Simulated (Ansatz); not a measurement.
Crystal: Nd, diamond type, 2 atoms in the cell.

The calculation used PBE, plane waves, PAW datasets (generated soft set 1) in Ansatz.

Cutoff 420 eV; k-mesh 17×17×17 Γ-centred; Fermi–Dirac smearing of 0.0612 eV; no spin polarisation; no spin–orbit coupling.

| V (Å³/atom) | a (Å) | E − E(min) (meV/atom) | P (GPa) |
| --- | --- | --- | --- |
| 22.159 | 5.6175 | 32.97 | 8.06 |
| 22.630 | 5.6571 | 13.84 | 5.00 |
| 23.102 | 5.6961 | 3.17 | 2.30 |
| 23.573 | 5.7346 | 0.00 | -0.09 |
| 24.516 | 5.8101 | 12.75 | -4.07 |

(1) Fit a third-order Birch–Murnaghan equation of state to the energies.

Answers

(1) V₀ = 23.554 Å³/atom (a₀ = 5.733 Å), B₀ = 113 GPa, B₀′ = 5.14.

The published all-electron PBE values for this crystal (mean of FLEUR and WIEN2k, k-spacing 0.06 Å⁻¹; Bosoni et al., Nat. Rev. Phys. 6, 45 (2024)) are V₀ = 23.550 Å³/atom, B₀ = 112.8 GPa, B₀′ = 5.21. This run's mesh is coarser (spacing 0.11 Å⁻¹), so part of any difference comes from k-sampling.

The stress includes the program's correction for the finite plane-wave basis.

This cubic structure is a model: it isn't the usual form of the substance at ambient conditions, and such phases are metastable or hypothetical. The open f shell is treated without spin here, so this is a model state and not the ground state.
